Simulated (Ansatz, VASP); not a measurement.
# One calculation of Pt, two programs

```
CELL_PARAMETERS angstrom
0.00000 1.98364 1.98364
1.98364 0.00000 1.98364
1.98364 1.98364 0.00000
ATOMIC_POSITIONS crystal
Pt 0.00000 0.00000 0.00000
```

Alike in both runs: functional PBE; k mesh 8 × 8 × 8; occupations gaussian, width 0.1 eV; no spin polarisation.

Ansatz relaxed the structure, and its values are those at the end. VASP's run is a single point on that final structure, the one shown.

|  | VASP | Ansatz |
| --- | --- | --- |
| version | VASP 6.6.1 | Ansatz 0.2.0 |
| potentials or method | VASP PAW PBE potentials, release 64 (Pt) | scalar-relativistic, plane waves, PAW |
| plane-wave cutoff (eV) | 520 | 420 |
| valence electrons in the cell | 10 | 18 |

Ansatz gave:

* gap on the k mesh at the Fermi level (eV): none
* pressure (GPa): -0.1

Question: What did VASP give for the same quantities?

Answer: gap on the k mesh at the Fermi level (eV): none; pressure (GPa): -0.7.

A gap of «none» marks a metal or a gap that the smearing closes. The functional is the same, so the differences come from potentials, cutoffs and numerics. The two sets of potentials don't hold the same shells in valence.

Spin-orbit coupling is left out, which matters for the levels of Pt.
